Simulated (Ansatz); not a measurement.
Wanted: the native input for an Ansatz 0.2.0 run.

```yaml
Task: single point
Functional: PBE
Potentials_or_basis: all-electron PAW datasets made for the crystal
Cutoff: 360 eV (chosen from the basis error)
k_mesh: 8 × 8 × 8
Occupations: fermi-dirac, width 0.05 eV
Spin: no spin polarisation
```

MgO:

```xyz
2
Lattice="0.0000 2.0970 2.0970 2.0970 0.0000 2.0970 2.0970 2.0970 0.0000" Properties=species:S:1:pos:R:3 pbc="T T T"
Mg    0.0000    0.0000    0.0000
O     2.0970    2.0970    2.0970
```

The cell is a database's computed one.

One way to write it, as run:

input.yaml

```yaml
crystal:
  lattice:
    - [0.0, 2.0970013927, 2.0970013927]
    - [2.0970013927, 0.0, 2.0970013927]
    - [2.0970013927, 2.0970013927, 0.0]
  atoms:
    - { symbol: Mg, position: [0.0, 0.0, 0.0] }
    - { symbol: O, position: [0.5, 0.5, 0.5] }
kpoints:
  mp_grid: { grid: [8, 8, 8] }
scf:
  occupations: { method: fermi_dirac, width: 0.05 }
hamiltonian:
  xc: pbe
  pseudopotentials: { kind: all_electron, datasets: crystal }
output:
  forces: true
  stress: true
  eigenvalues: true
```

Potentials or basis: all-electron PAW datasets made for the crystal.

The run is started by

```sh
$ ansatz run input.yaml --threads 1 --pin off --max-ram 3072MiB --backend cpu --events-out ev --progress --plain --runs-dir out
```

Results of the run:

- Pressure: 7.0 GPa
- Band gap on the k mesh: 4.86 eV, direct

Run time: 2.7 s on 1 thread of Intel(R) Xeon(R) Platinum 8488C (Sapphire Rapids) (shared host), peak memory 0.4 GiB.
